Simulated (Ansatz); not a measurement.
Relaxed ZrO$_{2}$ (baddeleyite type, space group P2_1/c):

```yaml
crystal:
  lattice:
    - [5.18987, 0.00000, 0.00000]
    - [0.00000, 5.24188, 0.00000]
    - [-0.90466, 0.00000, 5.30184]
  atoms:
    - { symbol: Zr, position: [0.27576, 0.04379, 0.21002] }
    - { symbol: Zr, position: [0.72424, 0.54379, 0.28998] }
    - { symbol: Zr, position: [0.72424, 0.95621, 0.78998] }
    - { symbol: Zr, position: [0.27576, 0.45621, 0.71002] }
    - { symbol: O, position: [0.06497, 0.32630, 0.35005] }
    - { symbol: O, position: [0.93503, 0.82630, 0.14995] }
    - { symbol: O, position: [0.93503, 0.67370, 0.64995] }
    - { symbol: O, position: [0.06497, 0.17370, 0.85005] }
    - { symbol: O, position: [0.45100, 0.75674, 0.47552] }
    - { symbol: O, position: [0.54900, 0.25674, 0.02448] }
    - { symbol: O, position: [0.54900, 0.24326, 0.52448] }
    - { symbol: O, position: [0.45100, 0.74326, 0.97552] }
```

A phonon eigenvector at Γ is frozen into this cell: atom i moves by Q times the vector below, so Q is the largest atomic displacement, in Å. The cell is held.

```
atom       x       y       z
----  ------  ------  ------
Zr1   -0.709  -0.021  -0.704
Zr2    0.709  -0.021   0.704
Zr3   -0.709  -0.021  -0.704
Zr4    0.709  -0.021   0.704
O5     0.209   0.062   0.242
O6    -0.209   0.062  -0.242
O7     0.209   0.062   0.242
O8    -0.209   0.062  -0.242
O9     0.039   0.058   0.005
O10   -0.039   0.058  -0.005
O11    0.039   0.058   0.005
O12   -0.039   0.058  -0.005
```

Level of theory: PBE (plane waves to 420 eV, PAW, scalar-relativistic; Ansatz, an electronic-structure program). k mesh 5×5×5 (Γ-centred), Fermi-Dirac smearing 0.05 eV. ZrO2 is run without spin polarisation. ZrO2 was relaxed with its symmetry unable to fall. 

```json
[
 {"Q (Å)": "-0.100", "−dE/dQ from forces (eV/Å)": "3.745"},
 {"Q (Å)": "-0.083", "−dE/dQ from forces (eV/Å)": "3.116"},
 {"Q (Å)": "-0.067", "−dE/dQ from forces (eV/Å)": "2.491"},
 {"Q (Å)": "-0.050", "−dE/dQ from forces (eV/Å)": "1.866"},
 {"Q (Å)": "-0.033", "−dE/dQ from forces (eV/Å)": "1.243"},
 {"Q (Å)": "-0.017", "−dE/dQ from forces (eV/Å)": "0.622"},
 {"Q (Å)": "0.000", "−dE/dQ from forces (eV/Å)": "0.000"},
 {"Q (Å)": "0.017", "−dE/dQ from forces (eV/Å)": "-0.622"},
 {"Q (Å)": "0.033", "−dE/dQ from forces (eV/Å)": "-1.243"},
 {"Q (Å)": "0.050", "−dE/dQ from forces (eV/Å)": "-1.866"},
 {"Q (Å)": "0.067", "−dE/dQ from forces (eV/Å)": "-2.491"},
 {"Q (Å)": "0.083", "−dE/dQ from forces (eV/Å)": "-3.116"},
 {"Q (Å)": "0.100", "−dE/dQ from forces (eV/Å)": "-3.745"}
]
```

What harmonic wavenumber does the curvature at Q = 0 give?

165 cm⁻¹. E″ = 37.29 eV/Å², M = Σ mᵢ|uᵢ|² = 372.0 u, ν̃ = 521.5·√(|E″|/M).

(For displaced atoms, the force is minus the slope of the energy, and its curvature is a force constant, which sets phonon frequencies.)
